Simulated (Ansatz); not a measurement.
A run of Ansatz 0.2.0:

input.yaml

```yaml
crystal:
  lattice:
    - [1.21846369, -3.9763780104, 0.0]
    - [1.21846369, 3.9763780104, 0.0]
    - [0.0, 0.0, 2.4754955235]
  atoms:
    - { symbol: Cu, position: [0.871119, 0.133307, 0.739922] }
    - { symbol: Cu, position: [0.135042, 0.885184, 0.246958] }
kpoints:
  mp_grid: { grid: [11, 11, 11] }
scf:
  occupations: { method: fermi_dirac, width: 0.05 }
hamiltonian:
  xc: pbesol
  pseudopotentials: { kind: all_electron, lapw: { basis_error: 0.001 } }
output:
  forces: true
  stress: true
  eigenvalues: true
  populations: true
```

Potentials or basis: all-electron LAPW, scalar-relativistic.

The run is started by

```console
$ ansatz run input.yaml --threads 1 --pin off --max-ram 3072MiB --backend cpu --events-out ev --progress --plain --runs-dir out
```

Hardware: 1 thread of Arm Neoverse V2, on a shared host.

How long does it take, and how much memory?

It took 2.3 min on 1 thread of Arm Neoverse V2, with other jobs on the host, peak memory 1.4 GiB. Counts: scf iterations 9, plane waves 361, k points 666, bands 23.
